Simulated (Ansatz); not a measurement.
BaSnO$_{3}$:
```
CELL_PARAMETERS angstrom
      4.17599     0.00000     0.00000
      0.00000     4.17599     0.00000
      0.00000     0.00000     4.17599
ATOMIC_POSITIONS crystal
  Ba 0.50000 0.50000 0.50000
  Sn 0.00000 0.00000 0.00000
  O  0.00000 0.50000 0.00000
  O  0.50000 0.00000 0.00000
  O  0.00000 0.00000 0.50000
```

Relaxed with PBE. Special points in fractions of this cell's reciprocal vectors: Γ (0.000, 0.000, 0.000); X (0.000, 0.500, 0.000); M (0.500, 0.500, 0.000); R (0.500, 0.500, 0.500).

**Question.** List the band energies nearest the valence-band maximum at these points for the program Ansatz at the PBE with spin–orbit coupling level (PAW).

**Answer.** In eV from the valence-band maximum; about four levels below and three above (degenerate sets whole), none deeper than 8.9 eV; points with the same levels are listed once.

| k | below | above |
|---|---|---|
| Γ | -0.45 -0.45 -0.45 -0.45 | 0.48 0.48 4.96 4.96 4.96 4.96 |
| X | -1.02 -1.02 -0.93 -0.93 | 4.52 4.52 6.69 6.69 |
| M | -0.77 -0.77 -0.05 -0.05 | 6.39 6.39 7.62 7.62 |
| R | 0.00 0.00 0.00 0.00 | 4.95 4.95 5.17 5.17 5.17 5.17 |

Space group Pm-3m (cubic perovskite). Symmetry was held in the PBE relaxation. At this level the phase is dynamically unstable (imaginary phonons).

Potentials: the later of the program's two PAW sets.
